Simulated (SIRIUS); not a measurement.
A run of SIRIUS 7.10.0 is set up as follows.

File sirius.json:

```json
{
  "control": {
    "processing_unit": "cpu",
    "verbosity": 2,
    "num_bands_to_print": 21,
    "print_forces": true,
    "print_stress": true
  },
  "parameters": {
    "electronic_structure_method": "pseudopotential",
    "xc_functionals": ["XC_GGA_X_PBE", "XC_GGA_C_PBE"],
    "gk_cutoff": 7.7,
    "pw_cutoff": 15.4,
    "ngridk": [11, 11, 5],
    "shiftk": [0, 0, 0],
    "smearing": "fermi_dirac",
    "smearing_width": 0.0018374661,
    "num_bands": 21,
    "num_mag_dims": 0,
    "num_dft_iter": 100,
    "energy_tol": 1e-08,
    "density_tol": 1e-06
  },
  "iterative_solver": {
    "type": "davidson",
    "min_tolerance": 1e-09,
    "tolerance_scale": [0.1, 0.25]
  },
  "mixer": {
    "type": "anderson",
    "beta": 0.7,
    "max_history": 8
  },
  "settings": {
    "tol_ne": 1e-10,
    "pseudo_grid_cutoff": 6.5
  },
  "unit_cell": {
    "lattice_vectors": [
      [1.0, 0.0, 0.0],
      [-0.5, 0.866025403785, 0.0],
      [0.0, 0.0, 1.78124525774]
    ],
    "lattice_vectors_scale": 5.4809088767,
    "atom_coordinate_units": "lattice",
    "atom_types": ["Ta"],
    "atom_files": {
      "Ta": "Ta.json"
    },
    "atoms": {
      "Ta": [
        [0.3333333333, 0.6666666667, 0.25],
        [0.6666666667, 0.3333333333, 0.75]
      ]
    }
  }
}
```

Potentials or basis: PseudoDojo 0.4.1 PBE standard (scalar relativistic).

Command:

```bash
$ upf_to_json Ta.upf
$ OMP_NUM_THREADS=1 sirius.scf --input=sirius.json --output=out.json --task=0
```

Estimate the band gap on the k mesh.

none (metal or under the smearing width).

Predict the pressure.

-1.0 GPa.

Stress tensor (GPa, compression positive):
```
-1.36  0.00  0.00
 0.00 -1.36  0.00
 0.00  0.00 -0.41
```

Spin-orbit coupling is left out, which matters for the levels of Ta.
